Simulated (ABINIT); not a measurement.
Crystal: Ti.

```xyz
1
Lattice="-1.6410 1.6410 1.6410 1.6410 -1.6410 1.6410 1.6410 1.6410 -1.6410" Properties=species:S:1:pos:R:3 pbc="T T T"
Ti    0.0000    0.0000    0.0000
```

This isn't the form of Ti at room conditions, which is hcp.

Base run:

* Program: ABINIT 10.8.3 (patched build)
* Functional: rPW86PBE
* Potentials or basis: JTH PAW PBE v2.0
* Cutoff: 408 eV
* k mesh: 11 × 11 × 11
* Occupations: fermi-dirac, width 0.05 eV
* Spin: no spin polarisation

Its results: band gap on the k mesh none (metal or under the smearing width); pressure -0.1 GPa.

Problem. After a change of settings the same cell gave: band gap on the k mesh none (metal or under the smearing width); pressure -3.1 GPa. Which change was it?
A. functional from rPW86PBE to PBEsol; k mesh from 11 × 11 × 11 to 7 × 7 × 7
B. functional from rPW86PBE to LDA; potentials or basis from JTH PAW PBE v2.0 to PseudoDojo NC SR LDA v0.4 stringent; cutoff from 408 eV to 1143 eV
C. functional from rPW86PBE to PBE; k mesh from 11 × 11 × 11 to 7 × 7 × 7
D. functional from rPW86PBE to BP86

Solution. D.

Caveats: the PAW data sets were made with another functional, which shifts forces and pressure a little.
